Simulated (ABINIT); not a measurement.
# SrO (Fm-3m) in ABINIT: further runs

The runs below take SrO through single point, with PBE, PBE0.

Program: ABINIT 10.8.3 (patched build). These are calculated values, not measurements. Logs are shortened: lines on timing, memory, paths and dates and some standing lists are left out, and cuts for length are marked. The log counts tension as positive stress, the text compression.

### 1 The crystal as given

The structure is cubic, space group Fm-3m (No. 225). Conventional cell: a = 5.133 Å, b = 5.133 Å, c = 5.133 Å, α = 90.00°, β = 90.00°, γ = 90.00°. Around Sr (site symmetry m-3m) lie 6 O at 2.57 Å. O (site symmetry m-3m) is surrounded by 6 Sr at 2.57 Å.

### 2 Single point, PBE

Input file run.abi:

```
pp_dirpath "./"
pseudos "Sr.upf, O.upf"

acell 6.8583759662 6.8583759662 6.8583759662
rprim
     0.0000000000     0.7071067812     0.7071067812
     0.7071067812     0.0000000000     0.7071067812
     0.7071067812     0.7071067812     0.0000000000
ntypat 2
znucl 38 8
natom 2
typat 1 2
xred
     0.5000000000     0.5000000000     0.5000000000
     0.0000000000     0.0000000000     0.0000000000

ecut 35.0

kptopt 1
ngkpt 6 6 6
nshiftk 1
shiftk 0.0 0.0 0.0

ixc 11

nband 10
occopt 1

nstep 100
tolvrs 1.0e-10
diemac 6.0

iomode 3
prtwf 0
prteig 0
prtebands 0
prtden 1
prtvha 1
prtvclmb 1
prtpot 1
prtelf 1
```

Potentials or basis: PseudoDojo NC SR PBE v0.4.1 standard.

On the command line:

```console
$ mpirun --bind-to none -np 8 abinit run.abi > log 2>&1
```

run.abo:

```text
.Version 10.8.3 of ABINIT
 Symmetries : space group Fm -3 m (#225); Bravais cF (face-center cubic)
================================================================================
 Values of the parameters that define the memory need of the present run
     intxc =       0    ionmov =       0      iscf =       7    lmnmax =       6
     lnmax =       6     mgfft =      40  mpssoang =       3    mqgrid =    3001
     natom =       2  nloc_mem =       1    nspden =       1   nspinor =       1
    nsppol =       1      nsym =      48    n1xccc =    2501    ntypat =       2
    occopt =       1   xclevel =       2
       mpw =        2285          nfft =       64000          nkpt =          16
================================================================================
================================================================================

--------------------------------------------------------------------------------
------------- Echo of variables that govern the present computation ------------
--------------------------------------------------------------------------------
 -outvars: echo values of preprocessed input variables --------
            acell      6.8583759662E+00  6.8583759662E+00  6.8583759662E+00 Bohr
              amu      8.76200000E+01  1.59994000E+01
           diemac      6.00000000E+00
             ecut      3.50000000E+01 Hartree
              ixc          11
         kptrlatt        6    0    0      0    6    0      0    0    6
          kptrlen      4.11502558E+01
            natom           2
            nband          10
            ngfft          40      40      40
             nkpt          16
            nstep         100
             nsym          48
           ntypat           2
        prtebands           0
           prteig           0
           prtelf           1
           prtpot           1
         prtvclmb           1
           prtvha           1
            prtwf           0
            rprim      0.0000000000E+00  7.0710678120E-01  7.0710678120E-01
                       7.0710678120E-01  0.0000000000E+00  7.0710678120E-01
                       7.0710678120E-01  7.0710678120E-01  0.0000000000E+00
          spgroup         225
           tolvrs      1.00000000E-10
            typat      1  2
           xangst      2.5662999983E+00  2.5662999983E+00  2.5662999983E+00
                       0.0000000000E+00  0.0000000000E+00  0.0000000000E+00
            xcart      4.8496041537E+00  4.8496041537E+00  4.8496041537E+00
                       0.0000000000E+00  0.0000000000E+00  0.0000000000E+00
             xred      5.0000000000E-01  5.0000000000E-01  5.0000000000E-01
                       0.0000000000E+00  0.0000000000E+00  0.0000000000E+00
            znucl       38.00000    8.00000

================================================================================

 chkinp: Checking input parameters for consistency.

================================================================================
== DATASET  1 ==================================================================

--- !DatasetInfo
iteration_state: {dtset: 1, }
dimensions: {natom: 2, nkpt: 16, mband: 10, nsppol: 1, nspinor: 1, nspden: 1, mpw: 2285, }
cutoff_energies: {ecut:  35.0, pawecutdg:  -1.0, }
electrons: {nelect:   1.60000000E+01, charge:   0.00000000E+00, occopt:   1.00000000E+00, tsmear:   1.00000000E-02, }
meta: {optdriver: 0, ionmov: 0, optcell: 0, iscf: 7, paral_kgb: 0, }
...

 Exchange-correlation functional for the present dataset will be:
  GGA: Perdew-Burke-Ernzerhof functional - ixc=11
  J.P.Perdew, K.Burke, M.Ernzerhof, PRL 77, 3865 (1996)

 Real(R)+Recip(G) space primitive vectors, cartesian coordinates (Bohr,Bohr^-1):
 R(1)=  0.0000000  4.8496042  4.8496042  G(1)= -0.1031012  0.1031012  0.1031012
 R(2)=  4.8496042  0.0000000  4.8496042  G(2)=  0.1031012 -0.1031012  0.1031012
 R(3)=  4.8496042  4.8496042  0.0000000  G(3)=  0.1031012  0.1031012 -0.1031012
 Unit cell volume ucvol=  2.2811239E+02 bohr^3
 Angles (23,13,12)=  6.00000000E+01  6.00000000E+01  6.00000000E+01 degrees

 getcut: wavevector=  0.0000  0.0000  0.0000  ngfft=  40  40  40
         ecut(hartree)=     35.000   => boxcut(ratio)=   2.18998

--- Pseudopotential description ------------------------------------------------
- pspini: atom type   1  psp file is ./Sr.upf
12 -101130 2 -1 1834                          pspcod,pspxc,lmax,lloc,mmax
     nproj     2     2     2

- pspini: atom type   2  psp file is ./O.upf
12 -101130 2 -1 936                           pspcod,pspxc,lmax,lloc,mmax
     nproj     2     2     1

   3.04600052E+02                                ecore*ucvol(ha*bohr**3)
--------------------------------------------------------------------------------

================================================================================

--- !BeginCycle
iteration_state: {dtset: 1, }
solver: {iscf: 7, nstep: 100, nline: 4, wfoptalg: 0, }
tolerances: {tolvrs: 1.00E-10, }
...

     iter   Etot(hartree)      deltaE(h)  residm     vres2
 ETOT  1  -50.693050169259    -5.069E+01 1.997E-01 9.418E+02
 ETOT  2  -50.234256202666     4.588E-01 8.474E-03 2.988E+03
 ETOT  3  -50.874960773108    -6.407E-01 1.104E-02 7.141E+01
 ETOT  4  -50.890113643314    -1.515E-02 9.800E-03 4.346E+00
 ETOT  5  -50.889979220786     1.344E-04 1.674E-03 3.754E+00
 ETOT  6  -50.890677944937    -6.987E-04 2.185E-03 3.130E-01
 ETOT  7  -50.890738759781    -6.081E-05 1.644E-04 1.222E-03
 ETOT  8  -50.890738936588    -1.768E-07 1.859E-04 1.018E-04
 ETOT  9  -50.890738960129    -2.354E-08 1.333E-05 3.960E-06
 ETOT 10  -50.890738960748    -6.187E-10 1.481E-05 6.659E-08
 ETOT 11  -50.890738960760    -1.206E-11 1.098E-06 5.911E-10
 ETOT 12  -50.890738960760     3.340E-13 1.236E-06 8.895E-13

 At SCF step   12       vres2   =  8.89E-13 < tolvrs=  1.00E-10 =>converged.

 Compute ELF
--------------------------------------------------------------------------------

 Compute kinetic energy density

 Compute gradient of the electron density
 Electron Localization Function (ELF) [min:0;max:1]
)     Maximum=    8.9158E-01  at reduced coord.    0.4500    0.4500    0.7250
)     Minimum=    1.2039E-06  at reduced coord.    0.5000    0.5000    0.5000
   Integrated=    7.3780E+01

--------------------------------------------------------------------------------
 End of ELF section

 Cartesian components of stress tensor (hartree/bohr^3)
  sigma(1 1)= -7.94811722E-05  sigma(3 2)=  0.00000000E+00
  sigma(2 2)= -7.94811722E-05  sigma(3 1)=  0.00000000E+00
  sigma(3 3)= -7.94811722E-05  sigma(2 1)=  0.00000000E+00

--- !ResultsGS
iteration_state: {dtset: 1, }
comment   : Summary of ground state results
lattice_vectors:
- [  0.0000000,   4.8496042,   4.8496042, ]
- [  4.8496042,   0.0000000,   4.8496042, ]
- [  4.8496042,   4.8496042,   0.0000000, ]
lattice_lengths: [   6.85838,    6.85838,    6.85838, ]
lattice_angles: [ 60.000,  60.000,  60.000, ] # degrees, (23, 13, 12)
lattice_volume:   2.2811239E+02
convergence: {deltae:  3.340E-13, res2:  8.895E-13, residm:  1.236E-06, diffor: null, }
etotal    :  -5.08907390E+01
entropy   :   0.00000000E+00
fermie    :   2.14013746E-01
cartesian_stress_tensor: # hartree/bohr^3
- [ -7.94811722E-05,   0.00000000E+00,   0.00000000E+00, ]
- [  0.00000000E+00,  -7.94811722E-05,   0.00000000E+00, ]
- [  0.00000000E+00,   0.00000000E+00,  -7.94811722E-05, ]
pressure_GPa:   2.3384E+00
xred      :
- [  5.0000E-01,   5.0000E-01,   5.0000E-01, Sr]
- [  0.0000E+00,   0.0000E+00,   0.0000E+00,  O]
cartesian_forces: # hartree/bohr
- [ -0.00000000E+00,  -0.00000000E+00,  -0.00000000E+00, ]
- [ -0.00000000E+00,  -0.00000000E+00,  -0.00000000E+00, ]
force_length_stats: {min:   0.00000000E+00, max:   0.00000000E+00, mean:   0.00000000E+00, }
...

 Integrated electronic density in atomic spheres:
 ------------------------------------------------
 Atom  Sphere_radius  Integrated_density
    1        2.00000          6.79078470
    2        2.00000          6.12596982
================================================================================

 ----iterations are completed or convergence reached----

 Mean square residual over all n,k,spin=   11.886E-09; max=  12.362E-07
 reduced coordinates (array xred) for    2 atoms
       0.500000000000      0.500000000000      0.500000000000
       0.000000000000      0.000000000000      0.000000000000
 rms dE/dt=  0.0000E+00; max dE/dt=  0.0000E+00; dE/dt below (all hartree)
    1       0.000000000000      0.000000000000      0.000000000000
    2       0.000000000000      0.000000000000      0.000000000000

 cartesian coordinates (angstrom) at end:
    1      2.56629999830768     2.56629999830768     2.56629999830768
    2      0.00000000000000     0.00000000000000     0.00000000000000

 cartesian forces (hartree/bohr) at end:
    1     -0.00000000000000    -0.00000000000000    -0.00000000000000
    2     -0.00000000000000    -0.00000000000000    -0.00000000000000
 frms,max,avg= 0.0000000E+00 0.0000000E+00   0.000E+00  0.000E+00  0.000E+00 h/b

 cartesian forces (eV/Angstrom) at end:
    1     -0.00000000000000    -0.00000000000000    -0.00000000000000
    2     -0.00000000000000    -0.00000000000000    -0.00000000000000
 frms,max,avg= 0.0000000E+00 0.0000000E+00   0.000E+00  0.000E+00  0.000E+00 e/A
 length scales=  6.858375966200  6.858375966200  6.858375966200 bohr
              =  3.629296262656  3.629296262656  3.629296262656 angstroms
 Fermi (or HOMO) energy (hartree) =   0.21401   Average Vxc (hartree)=  -0.37764
 Eigenvalues (hartree) for nkpt=  16  k points:
 kpt#   1, nband= 10, wtk=  0.00463, kpt=  0.0000  0.0000  0.0000 (reduced coord)
  -0.97300   -0.33832   -0.29783   -0.29783   -0.29783    0.21401    0.21401    0.21401
   0.36314    0.44487
 prteigrs : prtvol=0 or 1, do not print more k-points.

--- !EnergyTerms
iteration_state     : {dtset: 1, }
comment             : Components of total free energy in Hartree
kinetic             :  2.03136416442616E+01
hartree             :  8.30230776149746E+00
xc                  : -1.26487148157925E+01
Ewald energy        : -3.88850906358356E+01
psp_core            :  1.33530693622347E+00
local_psp           : -3.18426128782665E+01
non_local_psp       :  2.53442302715248E+00
total_energy        : -5.08907389607596E+01
total_energy_eV     : -1.38480755420462E+03
band_energy         : -3.36379501301125E+00
...

 Cartesian components of stress tensor (hartree/bohr^3)
  sigma(1 1)= -7.94811722E-05  sigma(3 2)=  0.00000000E+00
  sigma(2 2)= -7.94811722E-05  sigma(3 1)=  0.00000000E+00
  sigma(3 3)= -7.94811722E-05  sigma(2 1)=  0.00000000E+00

-Cartesian components of stress tensor (GPa)         [Pressure=  2.3384E+00 GPa]
- sigma(1 1)= -2.33841682E+00  sigma(3 2)=  0.00000000E+00
- sigma(2 2)= -2.33841682E+00  sigma(3 1)=  0.00000000E+00
- sigma(3 3)= -2.33841682E+00  sigma(2 1)=  0.00000000E+00

== END DATASET(S) ==============================================================
================================================================================

 -outvars: echo values of variables after computation  --------
            acell      6.8583759662E+00  6.8583759662E+00  6.8583759662E+00 Bohr
           etotal     -5.0890738961E+01
            fcart     -0.0000000000E+00 -0.0000000000E+00 -0.0000000000E+00
                      -0.0000000000E+00 -0.0000000000E+00 -0.0000000000E+00
            rprim      0.0000000000E+00  7.0710678120E-01  7.0710678120E-01
                       7.0710678120E-01  0.0000000000E+00  7.0710678120E-01
                       7.0710678120E-01  7.0710678120E-01  0.0000000000E+00
           strten     -7.9481172164E-05 -7.9481172164E-05 -7.9481172164E-05
                       0.0000000000E+00  0.0000000000E+00  0.0000000000E+00
           xangst      2.5662999983E+00  2.5662999983E+00  2.5662999983E+00
                       0.0000000000E+00  0.0000000000E+00  0.0000000000E+00
             xred      5.0000000000E-01  5.0000000000E-01  5.0000000000E-01
                       0.0000000000E+00  0.0000000000E+00  0.0000000000E+00
 Calculation completed.
```

It took 2.1 s on 8 MPI ranks of AMD EPYC 9R45 (Zen 5), shared host; peak memory 0.56 GiB.

What came out:

* Free energy: -1384.8076 eV
* Band gap on the k mesh: 3.32 eV, indirect (least direct gap 3.39 eV)
* Valence electrons inside the program's atomic spheres: Sr 6.79; O 6.13

Levels at points of the mesh, in eV from the valence-band top:
```
           k point  band 6  band 7  band 8  band 9  band 10
(0.00, 0.00, 0.00)    0.00    0.00    0.00    4.06     6.28
(0.50, 0.00, 0.00)   -2.15   -1.12   -1.12    6.61     8.47
(0.50, 0.50, 0.00)   -0.40   -0.08   -0.08    3.32     7.90
```

Caveat: the cutoff is too short for stress, so the log's stress isn't used. A hybrid or GW would open this gap; PBE tends to underestimate it.

### 3 Single point, PBE0

Edit run.abi of step 2 so:

```diff
@@ -23,3 +23,3 @@
 
-ixc 11
+ixc 41
 
@@ -28,5 +28,5 @@
 
-nstep 100
-tolvrs 1.0e-10
+nstep 60
 diemac 6.0
+toldfe 1.0e-7
```

Potentials or basis: PseudoDojo NC SR PBE v0.4.1 standard.

On the command line:

```console
$ mpirun --bind-to none -np 8 abinit run.abi > log 2>&1
```

It took 27 min on 8 MPI ranks of AMD EPYC 9R45 (Zen 5), shared host; peak memory 1.3 GiB.

The run converged. Its results:

- Free energy: -1384.7100 eV
- Band gap on the k mesh: 5.52 eV, indirect (least direct gap 5.61 eV)
- Valence electrons inside the program's atomic spheres: Sr 6.78; O 6.17

Levels at points of the mesh, in eV from the valence-band top:
| k point | band 4 | band 5 | band 6 | band 7 | band 8 | band 9 | band 10 |
| --- | --- | --- | --- | --- | --- | --- | --- |
| (0.00, 0.00, 0.00) | -14.52 | -14.52 | 0.00 | 0.00 | 0.00 | 6.22 | 8.69 |
| (0.50, 0.00, 0.00) | -14.60 | -13.60 | -2.29 | -1.21 | -1.21 | 9.07 | 10.73 |
| (0.50, 0.50, 0.00) | -14.93 | -14.93 | -0.46 | -0.09 | -0.09 | 5.52 | 10.39 |

Caveat: the cutoff is too short for stress, so the log's stress isn't used; the potentials were made for another functional, which shifts forces and pressure.
